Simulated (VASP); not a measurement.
HfN:

```xyz
2
Lattice="0.0000 2.2560 2.2560 2.2560 0.0000 2.2560 2.2560 2.2560 0.0000" Properties=species:S:1:pos:R:3 pbc="T T T"
Hf    0.0000    0.0000    0.0000
N     2.2560    2.2560    2.2560
```

Base run:

| Quantity | Value |
| --- | --- |
| Program | VASP 6.6.1 |
| Functional | SCAN |
| Potentials or basis | VASP PAW PBE potentials, release 64 (Hf_pv, N) |
| Cutoff | 520 eV |
| k mesh | 10 × 10 × 10 |
| Occupations | fermi-dirac, width 0.05 eV |
| Spin | no spin polarisation |

Its results: pressure -3.5 GPa.

**Question.** After a change of settings the same cell gave: pressure 4.2 GPa. Which change was it?
A. functional from SCAN to r2SCAN50; k mesh from 10 × 10 × 10 to 5 × 5 × 5
B. functional from SCAN to PBEsol; further incar settings from ALGO = Normal; EDIFF = 1e-06 to ALGO = Normal; EDIFF = 1e-07; NBANDS = 14
C. functional from SCAN to rSCAN
D. functional from SCAN to PBE; occupations from fermi-dirac, width 0.05 eV to gaussian, width 0.022 eV

**Answer.** D.

Caveats: the PAW data sets were made with another functional, which shifts forces and pressure a little (some runs).

Not every run made on this cell is shown here.
